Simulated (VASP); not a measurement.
# CdTe (lda) (F-43m) in VASP: a series of runs

Runs on CdTe (lda). Level: LDA. Tasks: single point, relaxation of cell and atoms.

Program: VASP 6.6.1. These are calculated values, not measurements. Logs are shortened: lines on timing, memory, paths and dates and some standing lists are left out, and cuts for length are marked.

**Experimental background.**

From a printed reference work, data compilation, for a bulk crystal of CdTe at 0 K: band gap 1.607 eV.

The runs below are set against these values where they give the same quantity.

## 1. The crystal as given

It takes space group F-43m (No. 216, cubic). Conventional cell: a = 6.408 Å, b = 6.408 Å, c = 6.408 Å, α = 90.00°, β = 90.00°, γ = 90.00°. Cd (site symmetry -43m) is surrounded by 4 Te at 2.77 Å. Around Te (site symmetry -43m) lie 4 Cd at 2.77 Å.

## 2. Single point, LDA

Input file INCAR:

```
SYSTEM = CdTe
PREC     = Accurate       ! precision mode
ENCUT    = 520            ! plane-wave cutoff, eV
EDIFF    = 1E-6           ! SCF threshold, eV
ISMEAR   = 0              ! smearing method
SIGMA    = 0.02           ! smearing width, eV
LREAL    = .False.        ! projectors in reciprocal space
LASPH    = .True.         ! aspherical terms in the spheres
NELM     = 100            ! most SCF steps
ALGO     = Normal         ! electronic algorithm
ISIF     = 2              ! what is computed and relaxed
LWAVE    = .False.        ! write WAVECAR
LCHARG   = .False.        ! write CHGCAR
GGA      = CA             ! functional
NBANDS   = 16             ! bands
```

Input file KPOINTS:

```
regular mesh
0
Gamma
  8 8 8
  0 0 0
```

Input file POSCAR:

```
CdTe
1.0
    0.0000000000      3.2039267787      3.2039267787
    3.2039267787      0.0000000000      3.2039267787
    3.2039267787      3.2039267787      0.0000000000
Cd Te
1 1
Direct
    0.0000000000      0.0000000000      0.0000000000
    0.2500000000      0.2500000000      0.2500000000
```

Potentials or basis: VASP PAW LDA potentials, release 64 (Cd, Te).

Launch:

```sh
$ cat potpaw_LDA.64/Cd/POTCAR potpaw_LDA.64/Te/POTCAR > POTCAR
$ mpirun -np 1 vasp_std > vasp.out
```

OUTCAR:

```text
SYSTEM = CdTe
   PREC = Accurate
   ENCUT = 520
   EDIFF = 1E-6
   ISMEAR = 0
   LREAL = .False.
   LASPH = .True.
   NELM = 100
   ISIF = 2
   GGA = CA

 ion  position               nearest neighbor table
   1  0.000  0.000  0.000-   2 2.77   2 2.77   2 2.77   2 2.77
   2  0.250  0.250  0.250-   1 2.77   1 2.77   1 2.77   1 2.77

  LATTYP: Found a face centered cubic cell.
 ALAT       =     6.4078535574

  Lattice vectors:

 A1 = (   0.0000000000,   3.2039267787,   3.2039267787)
 A2 = (   3.2039267787,   0.0000000000,   3.2039267787)
 A3 = (   3.2039267787,   3.2039267787,   0.0000000000)

Analysis of symmetry for initial positions (statically):
=====================================================================
 Subroutine PRICEL returns:
 Original cell was already a primitive cell.

 Routine SETGRP: Setting up the symmetry group for a
 face centered cubic supercell.

 Subroutine GETGRP returns: Found 24 space group operations
 (whereof 24 operations were pure point group operations)
 out of a pool of 48 trial point group operations.

The static configuration has the point symmetry T_d .

Analysis of symmetry for dynamics (positions and initial velocities):
=====================================================================
 Subroutine PRICEL returns:
 Original cell was already a primitive cell.

 Routine SETGRP: Setting up the symmetry group for a
 face centered cubic supercell.

 Subroutine GETGRP returns: Found 24 space group operations
 (whereof 24 operations were pure point group operations)
 out of a pool of 48 trial point group operations.

The dynamic configuration has the point symmetry T_d .

 Subroutine INISYM returns: Found 24 space group operations
 (whereof 24 operations are pure point group operations),
 and found     1 'primitive' translations

----------------------------------------------------------------------------------------

                                     Primitive cell

  volume of cell :      65.7776

  direct lattice vectors                    reciprocal lattice vectors
     0.000000000  3.203926779  3.203926779    -0.156058498  0.156058498  0.156058498
     3.203926779  0.000000000  3.203926779     0.156058498 -0.156058498  0.156058498
     3.203926779  3.203926779  0.000000000     0.156058498  0.156058498 -0.156058498

  length of vectors
     4.531036703  4.531036703  4.531036703     0.270301247  0.270301247  0.270301247

  position of ions in fractional coordinates (direct lattice)
     0.000000000  0.000000000  0.000000000
     0.250000000  0.250000000  0.250000000

  ion indices of the primitive-cell ions
   primitive index   ion index
                 1           1
                 2           2

----------------------------------------------------------------------------------------

 KPOINTS: regular mesh

Automatic generation of k-mesh.
 Grid dimensions read from file:
 generate k-points for:    8    8    8

 Generating k-lattice:

  Cartesian coordinates                     Fractional coordinates (reciprocal lattice)
    -0.019507312  0.019507312  0.019507312     0.125000000  0.000000000  0.000000000
     0.019507312 -0.019507312  0.019507312     0.000000000  0.125000000  0.000000000
     0.019507312  0.019507312 -0.019507312     0.000000000  0.000000000  0.125000000

  Length of vectors
     0.033787656  0.033787656  0.033787656

  Shift w.r.t. Gamma in fractional coordinates (k-lattice)
     0.000000000  0.000000000  0.000000000

 Subroutine IBZKPT returns following result:
 ===========================================

 Found     29 irreducible k-points:

 Following reciprocal coordinates:
            Coordinates               Weight
  0.000000  0.000000  0.000000      1.000000
  0.125000  0.000000  0.000000      8.000000
  0.250000  0.000000  0.000000      8.000000
  0.375000  0.000000  0.000000      8.000000
  0.500000  0.000000  0.000000      4.000000
  0.125000  0.125000  0.000000      6.000000
[... 16 lines left out ...]
  0.500000  0.250000  0.125000     48.000000
 -0.375000  0.250000  0.125000     24.000000
 [... further k-points ...]
   k-points           NKPTS =     29   k-points in BZ     NKDIM =     29   number of bands    NBANDS=     16
   number of dos      NEDOS =    301   number of ions     NIONS =      2
   total plane-waves  NPLWV =  46656
   dimension x,y,z NGX =    36 NGY =   36 NGZ =   36
   dimension x,y,z NGXF=    72 NGYF=   72 NGZF=   72
   ions per type =               1   1
   NGX,Y,Z   is equivalent  to a cutoff of  13.21, 13.21, 13.21 a.u.
   NGXF,Y,Z  is equivalent  to a cutoff of  26.42, 26.42, 26.42 a.u.
 SYSTEM =  CdTe
   PREC   = accura    normal or accurate (medium, high low for compatibility)
   ISTART =      0    job   : 0-new  1-cont  2-samecut
   ICHARG =      2    charge: 1-file 2-atom 10-const
   ISPIN  =      1    spin polarized calculation?
   LNONCOLLINEAR =      F non collinear calculations
   LSORBIT =      F    spin-orbit coupling
   LASPH  =      T    aspherical Exc in radial PAW
   ENCUT  =  520.0 eV  38.22 Ry    6.18 a.u.   8.42  8.42  8.42*2*pi/ulx,y,z
   NELM   =    100;   NELMIN=  2; NELMDL= -5     # of ELM steps
   EDIFF  = 0.1E-05   stopping-criterion for ELM
   LREAL  =      F    real-space projection
   EDIFFG = 0.1E-04   stopping-criterion for IOM
   NSW    =      0    number of steps for IOM
   IBRION =     -1    ionic relax: 0-MD 1-quasi-New 2-CG
   NFREE  =      0    steps in history (QN), initial steepest desc. (CG)
   ISIF   =      2    stress and relaxation
   ISYM   =      2    0-nonsym 1-usesym 2-fastsym
   POTIM  = 0.5000    time-step for ionic-motion
   TEBEG  =    0.0;   TEEND  =   0.0 temperature during run
   PSTRESS=    0.0 pullay stress
   NELECT =      18.0000    total number of electrons
   NUPDOWN=      -1.0000    fix difference up-down
   EMIN   =  10.00;   EMAX   =-10.00  energy-range for DOS
   EFERMI =   0.00;   METHOD = LEGACY
   ISMEAR =     0;   SIGMA  =   0.02  broadening in eV -4-tet -1-fermi 0-gaus
   EFERMI_NEDOS =   21; number of points for ismear=-14 and -15
   IALGO  =     38    algorithm
   IMIX   =      4    mixing-type and parameters
     AMIX     =   0.40;   BMIX     =  1.00
     AMIX_MAG =   1.60;   BMIX_MAG =  1.00
  volume/ion in A,a.u.               =      32.89       221.94
  Fermi-wavevector in a.u.,A,eV,Ry     =   1.062853  2.008500 15.369901  1.129656
  Thomas-Fermi vector in A             =   2.198318
   LORBIT       =      0    0 simple, 1 ext, 2 COOP (PROOUT), +10 PAW based schemes
   GGA     = CA    functional components
   LHFCALC =     F    Hartree Fock is set to
   AEXX    =    0.0000 exact exchange contribution
   IVDW    =     0    specifies the selected vdW correction
   LEPSILON=     F    determine dielectric tensor
   LRPA    =     F    only Hartree local field effects (RPA)
 non-spin polarized calculation
 Gauss-broadening in eV      SIGMA  =   0.02
  energy-cutoff  :      520.00
  volume of cell :       65.78
 maximum number of plane-waves:      1807
 NGX is ok and might be reduce to    36
   NGX = 17   NGY = 17   NGZ = 17

 number of electron      17.9999996 magnetization

 Free energy of the ion-electron system (eV)
  ---------------------------------------------------
  ext. energy  EPLUGINS =         0.00000000
  ---------------------------------------------------
  free energy    TOTEN  =        -6.05080941 eV

  energy without entropy =       -6.05080941  energy(sigma->0) =       -6.05080941

 E-fermi :   2.6088     XC(G=0):  -9.0942

 val. band max:        2.4756875144   @ k =   0.0000   0.0000   0.0000
 cond. band min:       3.1321752046   @ k =   0.0000   0.0000   0.0000
 fundamental gap:      0.6564876902
 Fermi energy:         2.6087684154

 k-point     1 :       0.0000    0.0000    0.0000
  band No.  band energies     occupation
      1      -8.9659      2.00000
      2      -5.9400      2.00000
      3      -5.9400      2.00000
      4      -5.9400      2.00000
      5      -5.6497      2.00000
      6      -5.6497      2.00000
[... 8 lines left out ...]
     15      11.8709      0.00000
     16      11.8709      0.00000

 k-point     2 :       0.1250    0.0000    0.0000
  band No.  band energies     occupation
      1      -8.9019      2.00000
      2      -5.9276      2.00000
      3      -5.9276      2.00000
      4      -5.8941      2.00000
      5      -5.6508      2.00000
      6      -5.6508      2.00000
[... 8 lines left out ...]
     15      11.0770      0.00000
     16      11.0770      0.00000

 k-point     3 :       0.2500    0.0000    0.0000
  band No.  band energies     occupation
      1      -8.7463      2.00000
      2      -5.9002      2.00000
      3      -5.9002      2.00000
      4      -5.7351      2.00000
      5      -5.6505      2.00000
      6      -5.6505      2.00000
[... 8 lines left out ...]
     15      10.8676      0.00000
     16      10.8676      0.00000

 k-point     4 :       0.3750    0.0000    0.0000
  band No.  band energies     occupation
      1      -8.5914      2.00000
      2      -5.8774      2.00000
      3      -5.8774      2.00000
      4      -5.6446      2.00000
      5      -5.6446      2.00000
      6      -5.4591      2.00000
[... 8 lines left out ...]
     15      11.6933      0.00000
     16      11.6933      0.00000
[... 324 lines left out ...]
 k-point    22 :       0.3750    0.2500    0.1250
  band No.  band energies     occupation
      1      -8.6322      2.00000
      2      -5.8693      2.00000
      3      -5.8561      2.00000
      4      -5.7107      2.00000
      5      -5.6402      2.00000
      6      -5.5713      2.00000
[... 8 lines left out ...]
     15      12.2493      0.00000
     16      12.8346      0.00000

 k-point    23 :       0.5000    0.2500    0.1250
  band No.  band energies     occupation
      1      -8.5111      2.00000
      2      -5.8478      2.00000
      3      -5.8363      2.00000
      4      -5.6832      2.00000
      5      -5.6396      2.00000
      6      -5.3296      2.00000
[... 8 lines left out ...]
     15      12.4002      0.00000
     16      13.1079      0.00000

 k-point    24 :      -0.3750    0.2500    0.1250
  band No.  band energies     occupation
      1      -8.4623      2.00000
      2      -5.8426      2.00000
      3      -5.8279      2.00000
      4      -5.6688      2.00000
      5      -5.6445      2.00000
      6      -5.1730      2.00000
[... 8 lines left out ...]
     15      12.4902      0.00000
     16      13.0678      0.00000

 [... further k-points ...]

------------------------ aborting loop because EDIFF is reached ----------------------------------------

  FORCE on cell =-STRESS in cart. coord.  units (eV):
  Direction    XX          YY          ZZ          XY          YZ          ZX
  --------------------------------------------------------------------------------------
  -------------------------------------------------------------------------------------
  Total        0.1185053      0.1185053      0.1185053     -0.0000000      0.0000000     -0.0000000
  in kB        2.8864927      2.8864927      2.8864927     -0.0000000      0.0000000     -0.0000000
  external PRESSURE =       2.8864927 kB  Pullay stress =       0.0000000 kB

 VOLUME and BASIS-vectors are now :
 -----------------------------------------------------------------------------
  energy-cutoff  :      520.00
  volume of cell :       65.78
      direct lattice vectors                 reciprocal lattice vectors
     0.000000000  3.203926779  3.203926779    -0.156058498  0.156058498  0.156058498
     3.203926779  0.000000000  3.203926779     0.156058498 -0.156058498  0.156058498
     3.203926779  3.203926779  0.000000000     0.156058498  0.156058498 -0.156058498

 POSITION                                       TOTAL-FORCE (eV/Angst)
 -----------------------------------------------------------------------------------
      0.00000      0.00000      0.00000        -0.000000     -0.000000      0.000000
      1.60196      1.60196      1.60196         0.000000      0.000000     -0.000000
 -----------------------------------------------------------------------------------
    total drift:                                0.000000      0.000000      0.000000

  FREE ENERGIE OF THE ION-ELECTRON SYSTEM (eV)
  ---------------------------------------------------
  free  energy   TOTEN  =        -6.0508094056 eV

  energy  without entropy=       -6.0508094056  energy(sigma->0) =       -6.05080941
```

It took 18 s on 1 thread of AMD EPYC 9R45 (Zen 5), shared host; peak memory 0.16 GiB.

What came out:

- Free energy: -6.0508 eV
- Pressure: 0.3 GPa
- Band gap on the k mesh: 0.66 eV, direct

Caveat: spin-orbit coupling is left out, which moves the levels of the heavy elements.

## 3. Relaxation of cell and atoms, LDA

Input file INCAR:

```
SYSTEM = CdTe
ALGO = Normal ; EDIFF = 1E-6
EDIFFG = -0.002 ; ENCUT = 600
GGA = CA ; IBRION = 2
ISIF = 3 ; ISMEAR = 0
LASPH = .True. ; LCHARG = .False.
LREAL = .False. ; LWAVE = .False.
NELM = 100 ; NSW = 100
PREC = Accurate ; SIGMA = 0.02
```

Input file KPOINTS:

```
k-points
0
Gamma
  8 8 8
  0 0 0
```

Input file POSCAR:

```
CdTe
1.0
    0.0000000000      3.2050000000      3.2050000000
    3.2050000000      0.0000000000      3.2050000000
    3.2050000000      3.2050000000      0.0000000000
Cd Te
1 1
Direct
    0.0000000000      0.0000000000      0.0000000000
    0.2500000000      0.2500000000      0.2500000000
```

Potentials or basis: VASP PAW LDA potentials, release 64 (Cd, Te).

Launch:

```sh
$ cat potpaw_LDA.64/Cd/POTCAR potpaw_LDA.64/Te/POTCAR > POTCAR
$ mpirun -np 1 vasp_std > vasp.out
```

It took 28 s on 1 thread of AMD EPYC 9R45 (Zen 5), shared host; peak memory 0.17 GiB.

It converged, with:

```yaml
Free_energy: -6.0508 eV
Relaxed_volume: 33.07 Å³/atom
Relaxed_cell: a = 4.539 Å, b = 4.539 Å, c = 4.539 Å, α = 60.00°, β = 60.00°, γ = 60.00°
Space_group_after_relaxing_to_0.05_Å: F-43m (No. 216)
Energy_gained_by_relaxing: 0.1 meV/atom
Ionic_steps: 3
Pressure_after_relaxing: 0.0 GPa
Band_gap_on_the_k_mesh: 0.64 eV, direct
```

Step by step:
```
step  energy change (eV)  largest force (eV/Å)  pressure (GPa)  volume (Å³)
   1              0.0000                0.0000            0.20        65.84
   2             -0.0002                0.0000           -0.05        66.25
   3             -0.0002                0.0000           -0.01        66.14
```

Final structure:
```xyz
2
Lattice="0.0000 3.2099 3.2099 3.2099 0.0000 3.2099 3.2099 3.2099 0.0000" Properties=species:S:1:pos:R:3 pbc="T T T"
Cd    0.0000    0.0000    0.0000
Te    1.6049    1.6049    1.6049
```

Levels at points of the mesh, in eV from the valence-band top:
```
           k point  band 5  band 6  band 7  band 8  band 9  band 10  band 11  band 12  band 13
(0.00, 0.00, 0.00)   -8.11   -8.11    0.00    0.00    0.00     0.64     4.48     4.48     4.48
(0.50, 0.00, 0.00)   -8.10   -7.74   -4.66   -0.83   -0.83     1.69     5.08     5.08     6.88
(0.50, 0.50, 0.00)   -8.08   -7.59   -4.52   -1.99   -1.99     2.38     2.54     8.80     9.13
```

Caveat: spin-orbit coupling is left out, which moves the levels of the heavy elements. A hybrid or GW would open this gap; LDA tends to underestimate it.

## 4. Single point, LDA

This run uses another cell than the first one, of 34.86 Å³/atom, 1.060 times its volume.

Input file INCAR:

```
SYSTEM = CdTe
PREC     = Accurate       ! precision mode
ENCUT    = 520            ! plane-wave cutoff, eV
EDIFF    = 1E-6           ! SCF threshold, eV
ISMEAR   = 0              ! smearing method
SIGMA    = 0.02           ! smearing width, eV
LREAL    = .False.        ! projectors in reciprocal space
LASPH    = .True.         ! aspherical terms in the spheres
NELM     = 100            ! most SCF steps
ALGO     = Normal         ! electronic algorithm
ISIF     = 2              ! what is computed and relaxed
LWAVE    = .False.        ! write WAVECAR
LCHARG   = .False.        ! write CHGCAR
NBANDS   = 16             ! bands
```

Input file KPOINTS:

```
Automatic mesh
0
Gamma
  8 8 8
  0 0 0
```

Input file POSCAR:

```
CdTe
1.0
    0.0000000000      3.2667648257      3.2667648257
    3.2667648257      0.0000000000      3.2667648257
    3.2667648257      3.2667648257      0.0000000000
Cd Te
1 1
Direct
    0.0000000000      0.0000000000      0.0000000000
    0.2500000000      0.2500000000      0.2500000000
```

Launch:

```sh
$ cat potpaw_LDA.64/Cd/POTCAR potpaw_LDA.64/Te/POTCAR > POTCAR
$ mpirun -np 1 vasp_std > vasp.out
```

Wall time 19 s (1 thread of AMD EPYC 9R45 (Zen 5), shared host); peak memory 0.16 GiB.

Results (log left out):

- Free energy: -6.0268 eV
- Pressure: -2.1 GPa
- Band gap on the k mesh: 0.48 eV, direct

Levels at points of the mesh, in eV from the valence-band top:
```tsv
k point	band 5	band 6	band 7	band 8	band 9	band 10	band 11	band 12	band 13	band 14
(0.00, 0.00, 0.00)	-7.96	-7.96	0.00	0.00	0.00	0.48	4.52	4.52	4.52	7.18
(0.50, 0.00, 0.00)	-7.95	-7.64	-4.36	-0.75	-0.75	1.63	5.10	5.10	6.84	8.35
(0.50, 0.50, 0.00)	-7.93	-7.51	-4.26	-1.81	-1.81	2.49	2.55	8.50	8.86	8.86
```

Caveat: spin-orbit coupling is left out, which moves the levels of the heavy elements.

## 5. Overview

| task | cell | cutoff (eV) | gap on the mesh (eV) | pressure (GPa) |
| --- | --- | --- | --- | --- |
| single point | F-43m, 32.89 Å³/atom | 520 | 0.66 | 0.3 |
| relaxation of cell and atoms | relaxed | 600 | 0.64 | 0.0 |
| single point | F-43m, 34.86 Å³/atom | 520 | 0.48 | -2.1 |

Alike in all rows: level LDA; potentials or basis VASP PAW LDA potentials, release 64 (Cd, Te); no spin polarisation; k mesh 8 × 8 × 8; smearing gaussian 0.02 eV.

Caveats: spin-orbit coupling is left out, which moves the levels of the heavy elements.

Absolute energies hang on the potentials; compare differences alone.

## 6. Against experiment

Step 2. A measured gap of CdTe is 1.607 eV (0 K; a printed reference work, data compilation); the calculated 0.66 eV misses it by -0.95 eV. Spin-orbit coupling on Cd, Te is left out. The value is that of LDA, without temperature or zero-point motion. Semilocal functionals fall short of measured gaps as a rule.

Step 4. Against the measured gap of CdTe, 1.607 eV (0 K; a printed reference work, data compilation), the calculated 0.48 eV is off by -1.13 eV. So large a miss can be the level of theory's own, or it may mean another phase, state or a wrong row. Spin-orbit coupling on Cd, Te is left out. The value is that of LDA, without temperature or zero-point motion. Semilocal functionals fall short of measured gaps as a rule.
